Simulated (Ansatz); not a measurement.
# BeTe (F-43m) in Ansatz: settings compared

One crystal, BeTe, is run at these levels: LDA, PBE; tasks: band structure, single point, equation of state.

Everything below comes from runs of Ansatz 0.2.0. Logs are shortened: lines on timing, memory, paths and dates and some standing lists are left out, and cuts for length are marked.

## Step 1: The crystal as given

It takes space group F-43m (No. 216, cubic). Conventional cell: a = 5.540 Å, b = 5.540 Å, c = 5.540 Å, α = 90.00°, β = 90.00°, γ = 90.00°. Te (site symmetry -43m) is surrounded by 4 Be at 2.40 Å. Be (site symmetry -43m) has 4 Te at 2.40 Å as nearest neighbours.

## Step 2: Band structure, LDA

input.yaml

```yaml
crystal:
  lattice:
    - [0.0, 2.77, 2.77]
    - [2.77, 0.0, 2.77]
    - [2.77, 2.77, 0.0]
  atoms:
    - { symbol: Te, position: [0.75, 0.75, 0.75] }
    - { symbol: Be, position: [0.0, 0.0, 0.0] }
hamiltonian:
  xc: lda
  pseudopotentials: { kind: paw, xc_functional: lda, accuracy: standard }
kpoints:
  mp_grid: { grid: [8, 8, 8] }
  band_path:
    path:
      - [[0.0, 0.0, 0.0], [0.5, 0.0, 0.5], [0.5, 0.25, 0.75], [0.375, 0.375, 0.75], [0.0, 0.0, 0.0], [0.5, 0.5, 0.5], [0.625, 0.25, 0.625], [0.5, 0.25, 0.75], [0.5, 0.5, 0.5], [0.375, 0.375, 0.75]]
      - [[0.625, 0.25, 0.625], [0.5, 0.0, 0.5]]
    npoints: 14
scf:
  occupations: { method: fermi_dirac, width: 0.05 }
  n_extra_bands: 6
output:
  forces: true
  stress: true
  eigenvalues: true
  fatbands: false
```

Potentials or basis: JTH PAW LDA.

Started as:

```sh
$ ansatz run input.yaml --threads 2 --pin off --max-ram 5120MiB --backend cpu --events-out ev --progress --plain --runs-dir out
```

The log of the run:

```text
Warning: the checks of this Te dataset prove no rule for summing its radial tables, as where they were carried onto another mesh than they were made on, and Gregory's rule is taken, under which a leading mesh point left out moves its sums only by what lay on the interval it spanned. That does not make them correct, and they differ from Quantum ESPRESSO's on this file; a re-export a fraction of a mesh step off can move them. hamiltonian.pseudopotentials.radial_quadrature: simpson_from_first_knot sums it by `pw.x`'s rule; on a PAW file no value gives `pw.x`'s numbers. What more to know: hamiltonian.pseudopotentials.radial_quadrature, in the input reference
Warning: the checks of this Be dataset prove no rule for summing its radial tables, as where they were carried onto another mesh than they were made on, and Gregory's rule is taken, under which a leading mesh point left out moves its sums only by what lay on the interval it spanned. That does not make them correct, and they differ from Quantum ESPRESSO's on this file; a re-export a fraction of a mesh step off can move them. hamiltonian.pseudopotentials.radial_quadrature: simpson_from_first_knot sums it by `pw.x`'s rule; on a PAW file no value gives `pw.x`'s numbers. What more to know: hamiltonian.pseudopotentials.radial_quadrature, in the input reference
Warning: RAYON_NUM_THREADS=2 ignored (pool sized by the plan → 2); use --threads N
scf.n_extra_bands = 6 over 5 filled bands (N_el = 10.0): the run solves 11 bands
Engine: ansatz 0.2.0, aarch64-unknown-linux-gnu
Pseudopotentials: kind: paw
Pseudopotential: Te, paw, valence charge 6, recommended cutoff 540 eV (normal), Te.paw.azcp
Pseudopotential: Be, paw, valence charge 4, recommended cutoff 990 eV (normal), Be.paw.azcp
Functional definition: SPW92
  exchange = slater_x
  correlation = pw_c
Crystal: 2 atoms, lattice volume = 42.508 Å³
Basis set: ecut = 990 eV, 2975 PW (Γ)
Bands: 11, of which v1, the nominal top of the filled ones, is band 5 counted from 1 (4 counted from 0)
Symmetry: 24 space group operations
Space group: F-43m (ITA 216), of the structure as read, at distance tolerance 3.5e-5 Å
k-points: 29 of 512 (time reversal used)
Non-local potential: Te, projectors of the file, l = 0: 2, l = 1: 2
Non-local potential: Be, projectors of the file, l = 0: 2, l = 1: 2
PAW form: compensated (Kresse and Joubert's): semilocal exchange-correlation on the pseudo side sees the compensation charge
PAW one-centre angular grid: Te, 110 points (default); XC on 64 Gauss nodes
PAW one-centre angular grid: Be, 110 points (default); XC on 64 Gauss nodes
Initial density: superposition of atomic densities (chi_scale 0.1, normalization cell, long waves kept (reshape's long-wave potential 0.00 eV rms))
Initial wavefunctions: pseudopotential atomic-orbital guess
Functional: x = slater, c = lda
SCF iter   1: F=—  HF=-5177.603748 eV  |F-HF|=—  |Δ(HF+E_count)|=         —  Δρ=3.60e-2  dr2=8.33e-1  ethr=3.10e-3  ⟨swp⟩=7.2  Hψ=2804  notcnv=0  defer=1
preconditioner: auto → none  [insulator: Δε(μ)=1.866 eV  Ē_g=12.273 eV  σ=0.050 eV  W_gap=1.00  n_scr=8 (ndim 8)  ℏωp=16.1 eV  f_vac=0.002  D(μ)=0.00/eV (n_scr^D=0)  ε∞_Penn≈2.7]
SCF iter   2: F=—  HF=-5177.324662 eV  |F-HF|=—  |Δ(HF+E_count)|=   2.79e-1  Δρ=1.16e-2  dr2=5.63e-2  ethr=3.10e-3  ⟨swp⟩=3.3  Hψ=753  notcnv=0  defer=50
SCF iter   3: F=—  HF=-5177.308901 eV  |F-HF|=—  |Δ(HF+E_count)|=   1.58e-2  Δρ=3.35e-3  dr2=3.43e-3  ethr=5.63e-4  ⟨swp⟩=2.8  Hψ=502  notcnv=0  defer=50
SCF iter   4: F=—  HF=-5177.308308 eV  |F-HF|=—  |Δ(HF+E_count)|=   5.93e-4  Δρ=6.74e-4  dr2=1.16e-4  ethr=3.43e-5  ⟨swp⟩=2.0  Hψ=354  notcnv=0  defer=50
SCF iter   5: F=—  HF=-5177.308316 eV  |F-HF|=—  |Δ(HF+E_count)|=   7.79e-6  Δρ=4.26e-5  dr2=3.85e-7  ethr=1.16e-6  ⟨swp⟩=2.1  Hψ=377  notcnv=0  defer=50
SCF iter   6: F=—  HF=-5177.308316 eV  |F-HF|=—  |Δ(HF+E_count)|=   3.66e-7  Δρ=6.08e-6  dr2=7.67e-9  ethr=1.00e-9  ⟨swp⟩=13.9  Hψ=2455  notcnv=0
SCF iter   7: F=-5177.308316 eV  HF=-5177.308316 eV  |F-HF|=4.91e-11  |Δ(HF+E_count)|=   4.22e-9  Δρ=6.41e-7  dr2=8.87e-11  ethr=7.67e-11  ⟨swp⟩=2.1  Hψ=958  notcnv=0
SCF 1 converged in 7 iterations: F = -5177.308316 eV  dr2 = 8.87e-11
NSCF: frozen V_eff on 142 k-points
SCF converged after 7 iterations
Free energy (F): -5177.308316 eV
Harris-Foulkes:  -5177.308316 eV  (|F-HF|=4.91e-11)
Internal energy: -5177.308316 eV  (E = F + TS)
E sigma→0 (E₀):  -5177.308316 eV
Fermi energy:    6.738264 eV
--- Per-component energies (eV) ---
  E_band       = -179.733629
  E_kinetic    = 121.800286
  E_local      = -95.278005  (includes V_loc(G=0)·N_el)
  E_nonlocal   = -265.205096
  E_hartree    = 68.489453
  E_xc         = -153.061661
  E_vxc        = -139.813865  (∫ρ·V_xc dr)
  E_paw        = -4494.184725  (= ΣΔE_a)
  E_vpaw       = 61.784104  (= ΣTr[D̂ρ^β])
  E_aug_tail   = 0.000087  (compensation charges beyond the density's cutoff)
  E_ewald      = -359.868655
  E_smearing   = -0.000000  (= −TS)
  E_closure    = 0.000000  (closes the sum)
  Σ components = -5177.308316   (vs F -5177.308316, Δ=0.00e0)
--- Forces (eV/Å), atoms counted from 1 ---
  atom   1  Te    -0.00000000     0.00000000     0.00000000
  atom   2  Be    -0.00000000     0.00000000     0.00000000
  max |Σ_I F_I| component: 4.53e-16 eV/Å
--- Stress (GPa, compression-positive) ---
        0.709166       0.000000       0.000000
       -0.000000       0.709166      -0.000000
       -0.000000      -0.000000       0.709166
  P = ⅓ Tr σ = 0.7092 GPa (7.092 kbar)
--- Band table (eV; the first three rows and the last of 29) ---
  k-point 0: bands = ["-92.9693", "-6.8085", "5.8617", "5.8617", "5.8617", "9.4886", "9.4886", "9.4886", "9.9539", "14.6650", "16.7835"]
  k-point 1: bands = ["-92.9693", "-6.6520", "4.4775", "5.6065", "5.6065", "9.4873", "9.8677", "9.8677", "11.2666", "15.0346", "15.6382"]
  k-point 2: bands = ["-92.9693", "-6.2186", "2.3716", "5.1420", "5.1420", "9.2976", "10.4254", "10.4254", "13.2200", "15.2871", "15.3299"]
  k-point 28: bands = ["-92.9693", "-4.7977", "1.1242", "1.9038", "2.4007", "11.1439", "11.4561", "11.6401", "12.4178", "17.3208", "18.1093"]
```

It took 7.1 s on 2 threads of Arm Neoverse V1, shared host; peak memory 0.38 GiB.

Results:

```yaml
Free_energy: -5177.3083 eV
Pressure: 0.7 GPa
Band_gap_on_the_k_mesh: 1.75 eV, indirect (least direct gap 3.63 eV)
Band_gap_along_the_path: 1.75 eV, indirect (least direct gap 3.63 eV)
```

Levels at the corners of the path, in eV from the valence-band top:
```
point  band 2  band 3  band 4  band 5  band 6  band 7  band 8  band 9
    Γ  -12.67    0.00    0.00    0.00    3.63    3.63    3.63    4.09
    X  -10.70   -5.33   -2.80   -2.80    1.75    2.59   10.16   10.16
    W  -10.66   -4.74   -3.96   -3.46    5.28    5.59    5.78    6.56
    K  -10.72   -4.94   -4.16   -2.37    2.59    5.38    8.25    8.59
    Γ  -12.67    0.00    0.00    0.00    3.63    3.63    3.63    4.09
    L  -11.23   -5.84   -1.19   -1.19    3.22    4.61    4.61    8.00
    U  -10.72   -4.94   -4.16   -2.37    2.59    5.38    8.25    8.59
    W  -10.66   -4.74   -3.96   -3.46    5.28    5.59    5.78    6.56
    L  -11.23   -5.84   -1.19   -1.19    3.22    4.61    4.61    8.00
    K  -10.72   -4.94   -4.16   -2.37    2.59    5.38    8.25    8.59
    U  -10.72   -4.94   -4.16   -2.37    2.59    5.38    8.25    8.59
    X  -10.70   -5.33   -2.80   -2.80    1.75    2.59   10.16   10.16
```

Caveat: spin-orbit coupling is left out, which moves the levels of the heavy elements.

## Step 3: Single point, PBE, 19.98 Å³/atom (volume scaled by 0.94)

input.yaml

```yaml
crystal:
  lattice:
    - [0.0, 2.7134535211, 2.7134535211]
    - [2.7134535211, 0.0, 2.7134535211]
    - [2.7134535211, 2.7134535211, 0.0]
  atoms:
    - { symbol: Te, position: [0.75, 0.75, 0.75] }
    - { symbol: Be, position: [0.0, 0.0, 0.0] }
hamiltonian:
  xc: pbe
  pseudopotentials: { kind: nc, source: spms }
kpoints:
  mp_grid: { grid: [8, 8, 8] }
scf:
  occupations: { method: fermi_dirac, width: 0.05 }
output:
  forces: true
  stress: true
  eigenvalues: true
```

Potentials or basis: SPMS NC.

Started as:

```sh
$ ansatz run input.yaml --threads 2 --pin off --max-ram 5120MiB --backend cpu --events-out ev --progress --plain --runs-dir out
```

The log of the run:

```text
Warning: RAYON_NUM_THREADS=2 ignored (pool sized by the plan → 2); use --threads N
Engine: ansatz 0.2.0, aarch64-unknown-linux-gnu
Pseudopotentials: kind: nc
Pseudopotential: Te, nc, valence charge 16, recommended cutoff 680.2846561497 eV (normal), Te.nc.azcp
Pseudopotential: Be, nc, valence charge 4, recommended cutoff 707.4960423956879 eV (normal), Be.nc.azcp
Functional definition: PBE
  parameter kappa = 0.804
  parameter beta = 0.06672455060314922
  exchange = pbe_x(kappa = kappa, mu = beta*pi^2/3)
  correlation = pbe_c(beta = beta)
Crystal: 2 atoms, lattice volume = 39.957 Å³
Basis set: ecut = 707.4960423956879 eV, 1687 PW (Γ), exchange–correlation on 72×72×72 points (8 copies of the dense FFT grid, shifted against one another)
Bands: 14, of which v1, the nominal top of the filled ones, is band 10 counted from 1 (9 counted from 0)
Symmetry: 24 space group operations
Space group: F-43m (ITA 216), of the structure as read, at distance tolerance 3.4e-5 Å
k-points: 29 of 512 (time reversal used)
Non-local potential: Te, projectors of the file, l = 0: 2, l = 1: 2, l = 2: 2
Non-local potential: Be, projectors of the file, l = 0: 2, l = 1: 2
Initial density: superposition of atomic densities (chi_scale 0.1, normalization cell, long waves kept (reshape's long-wave potential 0.00 eV rms))
Initial wavefunctions: pseudopotential atomic-orbital guess
Functional: x = pbe(κ = 0.804, μ = 0.2195149727645171), c = pbe(β = 0.06672455060314922)
SCF iter   1: F=—  HF=-3073.489563 eV  |F-HF|=—  |Δ(HF+E_count)|=         —  Δρ=4.26e-2  dr2=1.04e0  ethr=3.10e-3  ⟨swp⟩=6.8  Hψ=2783  notcnv=0
preconditioner: auto → none  [insulator: Δε(μ)=1.683 eV  Ē_g=10.801 eV  σ=0.050 eV  W_gap=1.00  n_scr=14 (ndim 8)  ℏωp=16.6 eV  f_vac=0.000  D(μ)=0.00/eV (n_scr^D=0)  ε∞_Penn≈3.4]
SCF iter   2: F=—  HF=-3073.160367 eV  |F-HF|=—  |Δ(HF+E_count)|=   3.29e-1  Δρ=1.43e-2  dr2=6.60e-2  ethr=3.10e-3  ⟨swp⟩=3.1  Hψ=910  notcnv=0
SCF iter   3: F=—  HF=-3073.153581 eV  |F-HF|=—  |Δ(HF+E_count)|=   6.79e-3  Δρ=5.24e-3  dr2=5.90e-3  ethr=3.30e-4  ⟨swp⟩=2.1  Hψ=636  notcnv=0
SCF iter   4: F=—  HF=-3073.154633 eV  |F-HF|=—  |Δ(HF+E_count)|=   1.05e-3  Δρ=1.05e-3  dr2=1.76e-4  ethr=2.95e-5  ⟨swp⟩=2.2  Hψ=669  notcnv=0
SCF iter   5: F=—  HF=-3073.154727 eV  |F-HF|=—  |Δ(HF+E_count)|=   9.41e-5  Δρ=7.89e-5  dr2=1.25e-6  ethr=8.82e-7  ⟨swp⟩=2.0  Hψ=522  notcnv=0
SCF iter   6: F=—  HF=-3073.154722 eV  |F-HF|=—  |Δ(HF+E_count)|=   5.63e-6  Δρ=1.20e-5  dr2=2.02e-8  ethr=5.00e-10  ⟨swp⟩=12.8  Hψ=3017  notcnv=0
SCF iter   7: F=-3073.154722 eV  HF=-3073.154722 eV  |F-HF|=2.89e-10  |Δ(HF+E_count)|=   3.44e-8  Δρ=1.08e-6  dr2=5.15e-10  ethr=1.01e-10  ⟨swp⟩=3.0  Hψ=1545  notcnv=0
SCF 1 converged in 7 iterations: F = -3073.154722 eV  dr2 = 5.15e-10
SCF converged after 7 iterations
Free energy (F): -3073.154722 eV
Harris-Foulkes:  -3073.154722 eV  (|F-HF|=2.89e-10)
Internal energy: -3073.154722 eV  (E = F + TS)
E sigma→0 (E₀):  -3073.154722 eV
Fermi energy:    10.649057 eV
--- Per-component energies (eV) ---
  E_band       = -412.911371
  E_kinetic    = 1471.523159
  E_local      = -2036.694020  (includes V_loc(G=0)·N_el)
  E_nonlocal   = -731.757228
  E_hartree    = 673.260854
  E_xc         = -658.813951
  E_vxc        = -462.504822  (∫ρ·V_xc dr)
  E_ewald      = -1790.673536
  E_smearing   = -0.000000  (= −TS)
  E_closure    = -0.000000  (closes the sum)
  Σ components = -3073.154722   (vs F -3073.154722, Δ=0.00e0)
--- Forces (eV/Å), atoms counted from 1 ---
  atom   1  Te     0.00000000    -0.00000000     0.00000000
  atom   2  Be    -0.00000000    -0.00000000    -0.00000000
  max |Σ_I F_I| component: 1.02e-16 eV/Å
--- Stress (GPa, compression-positive) ---
        9.427264      -0.000000      -0.000000
        0.000000       9.427264       0.000000
       -0.000000       0.000000       9.427264
  P = ⅓ Tr σ = 9.4273 GPa (94.273 kbar)
--- Band table (eV; the first three rows and the last of 29) ---
  k-point 0: bands = ["-90.4968", "-26.7772", "-26.7772", "-26.7772", "-26.7582", "-26.7582", "-3.2894", "9.7999", "9.7999", "9.7999", "13.3390", "13.3390", "13.3390", "14.4786"]
  k-point 1: bands = ["-90.4969", "-26.7767", "-26.7764", "-26.7764", "-26.7582", "-26.7582", "-3.1174", "8.3329", "9.5118", "9.5118", "13.5132", "13.7463", "13.7463", "15.6606"]
  k-point 2: bands = ["-90.4969", "-26.7756", "-26.7747", "-26.7747", "-26.7578", "-26.7578", "-2.6361", "6.0827", "8.9955", "8.9955", "13.3925", "14.3317", "14.3317", "17.4421"]
  k-point 28: bands = ["-90.4969", "-26.7734", "-26.7726", "-26.7666", "-26.7596", "-26.7558", "-0.9971", "4.7190", "5.4860", "6.0285", "15.1702", "15.3056", "15.6524", "16.4931"]
```

Wall time 2.2 s (2 threads of Arm Neoverse V1, shared host); peak memory 0.29 GiB.

What came out:

- Free energy: -3073.1547 eV
- Pressure: 9.4 GPa
- Band gap on the k mesh: 1.70 eV, indirect (least direct gap 3.54 eV)

Caveat: spin-orbit coupling is left out, which moves the levels of the heavy elements.

## Step 4: Single point, PBE, 20.40 Å³/atom (volume scaled by 0.96)

input.yaml, as its differences from that of step 3:

```diff
@@ -2,5 +2,5 @@
   lattice:
-    - [0.0, 2.7134535211, 2.7134535211]
-    - [2.7134535211, 0.0, 2.7134535211]
-    - [2.7134535211, 2.7134535211, 0.0]
+    - [0.0, 2.7325629784, 2.7325629784]
+    - [2.7325629784, 0.0, 2.7325629784]
+    - [2.7325629784, 2.7325629784, 0.0]
   atoms:
```

Started as:

```sh
$ ansatz run input.yaml --threads 2 --pin off --max-ram 5120MiB --backend cpu --events-out ev --progress --plain --runs-dir out
```

Run time: 2.2 s. Hardware: 2 threads of Arm Neoverse V1, shared host; peak memory 0.29 GiB.

Results (log left out):

```
Free energy            : -3073.1997 eV
Pressure               : 7.6 GPa
Band gap on the k mesh : 1.76 eV, indirect (least direct gap 3.56 eV)
```

Caveat: spin-orbit coupling is left out, which moves the levels of the heavy elements.

## Step 5: Single point, PBE, 20.83 Å³/atom (volume scaled by 0.98)

input.yaml, as its differences from that of step 4:

```diff
@@ -2,5 +2,5 @@
   lattice:
-    - [0.0, 2.7325629784, 2.7325629784]
-    - [2.7325629784, 0.0, 2.7325629784]
-    - [2.7325629784, 2.7325629784, 0.0]
+    - [0.0, 2.7514088358, 2.7514088358]
+    - [2.7514088358, 0.0, 2.7514088358]
+    - [2.7514088358, 2.7514088358, 0.0]
   atoms:
```

Started as:

```sh
$ ansatz run input.yaml --threads 2 --pin off --max-ram 5120MiB --backend cpu --events-out ev --progress --plain --runs-dir out
```

Wall time 2.2 s (2 threads of Arm Neoverse V1, shared host); peak memory 0.29 GiB.

Results (log left out):

```
Free energy            : -3073.2353 eV
Pressure               : 5.9 GPa
Band gap on the k mesh : 1.81 eV, indirect (least direct gap 3.58 eV)
```

Caveat: spin-orbit coupling is left out, which moves the levels of the heavy elements.

## Step 6: Single point, PBE, 21.25 Å³/atom

input.yaml, as its differences from that of step 5:

```diff
@@ -2,5 +2,5 @@
   lattice:
-    - [0.0, 2.7514088358, 2.7514088358]
-    - [2.7514088358, 0.0, 2.7514088358]
-    - [2.7514088358, 2.7514088358, 0.0]
+    - [0.0, 2.77, 2.77]
+    - [2.77, 0.0, 2.77]
+    - [2.77, 2.77, 0.0]
   atoms:
@@ -19 +19,5 @@
   eigenvalues: true
+  write_density: true
+  write_potential: true
+  elf: true
+  volumetric_format: npy
```

Potentials or basis: SPMS NC.

Started as:

```sh
$ ansatz run input.yaml --threads 2 --pin off --max-ram 5120MiB --backend cpu --events-out ev --progress --plain --runs-dir out
```

It took 3.3 s on 2 threads of Arm Neoverse V1, shared host; peak memory 0.3 GiB.

The run converged. Its results:

```yaml
Free_energy: -3073.2623 eV
Pressure: 4.3 GPa
Band_gap_on_the_k_mesh: 1.87 eV, indirect (least direct gap 3.60 eV)
```

Caveat: spin-orbit coupling is left out, which moves the levels of the heavy elements.

## Step 7: Single point, PBE, 21.68 Å³/atom (volume scaled by 1.02)

input.yaml, as its differences from that of step 6:

```diff
@@ -2,5 +2,5 @@
   lattice:
-    - [0.0, 2.77, 2.77]
-    - [2.77, 0.0, 2.77]
-    - [2.77, 2.77, 0.0]
+    - [0.0, 2.7883449055, 2.7883449055]
+    - [2.7883449055, 0.0, 2.7883449055]
+    - [2.7883449055, 2.7883449055, 0.0]
   atoms:
@@ -19,5 +19 @@
   eigenvalues: true
-  write_density: true
-  write_potential: true
-  elf: true
-  volumetric_format: npy
```

Started as:

```sh
$ ansatz run input.yaml --threads 2 --pin off --max-ram 5120MiB --backend cpu --events-out ev --progress --plain --runs-dir out
```

Run time: 2.2 s. Hardware: 2 threads of Arm Neoverse V1, shared host; peak memory 0.29 GiB.

Results (log left out):

- Free energy: -3073.2815 eV
- Pressure: 2.9 GPa
- Band gap on the k mesh: 1.92 eV, indirect (least direct gap 3.62 eV)

Caveat: spin-orbit coupling is left out, which moves the levels of the heavy elements.

## Step 8: Single point, PBE, 22.10 Å³/atom (volume scaled by 1.04)

input.yaml, as its differences from that of step 7:

```diff
@@ -2,5 +2,5 @@
   lattice:
-    - [0.0, 2.7883449055, 2.7883449055]
-    - [2.7883449055, 0.0, 2.7883449055]
-    - [2.7883449055, 2.7883449055, 0.0]
+    - [0.0, 2.8064515486, 2.8064515486]
+    - [2.8064515486, 0.0, 2.8064515486]
+    - [2.8064515486, 2.8064515486, 0.0]
   atoms:
```

Started as:

```sh
$ ansatz run input.yaml --threads 2 --pin off --max-ram 5120MiB --backend cpu --events-out ev --progress --plain --runs-dir out
```

Wall time 2.2 s (2 threads of Arm Neoverse V1, shared host); peak memory 0.29 GiB.

The run converged. Its results:

```
Free energy            : -3073.2937 eV
Pressure               : 1.7 GPa
Band gap on the k mesh : 1.97 eV, indirect (least direct gap 3.63 eV)
```

Caveat: spin-orbit coupling is left out, which moves the levels of the heavy elements.

## Step 9: Single point, PBE, 22.53 Å³/atom (volume scaled by 1.06)

input.yaml, as its differences from that of step 8:

```diff
@@ -2,5 +2,5 @@
   lattice:
-    - [0.0, 2.8064515486, 2.8064515486]
-    - [2.8064515486, 0.0, 2.8064515486]
-    - [2.8064515486, 2.8064515486, 0.0]
+    - [0.0, 2.8243275181, 2.8243275181]
+    - [2.8243275181, 0.0, 2.8243275181]
+    - [2.8243275181, 2.8243275181, 0.0]
   atoms:
```

Potentials or basis: SPMS NC.

Started as:

```sh
$ ansatz run input.yaml --threads 2 --pin off --max-ram 5120MiB --backend cpu --events-out ev --progress --plain --runs-dir out
```

Wall time 2.2 s (2 threads of Arm Neoverse V1, shared host); peak memory 0.3 GiB.

It converged, with:

```
Free energy            : -3073.2993 eV
Pressure               : 0.5 GPa
Band gap on the k mesh : 2.01 eV, indirect (least direct gap 3.65 eV)
```

Caveat: spin-orbit coupling is left out, which moves the levels of the heavy elements.

## Step 10: Equation of state, PBE

No new run: the results of the series are fitted here.

Results:

```yaml
Equilibrium_volume: "22.73 Å³/atom (rough: see the caveat)"
Bulk_modulus: 57 GPa (rough)
```

Energy against volume, from the lowest point:
```csv
volume (Å³/atom),energy (meV/atom)
19.979,72.30
20.404,49.80
20.829,32.00
21.254,18.51
21.679,8.90
22.104,2.83
22.529,0.00
```

Caveat: the minimum lies outside the volumes run.
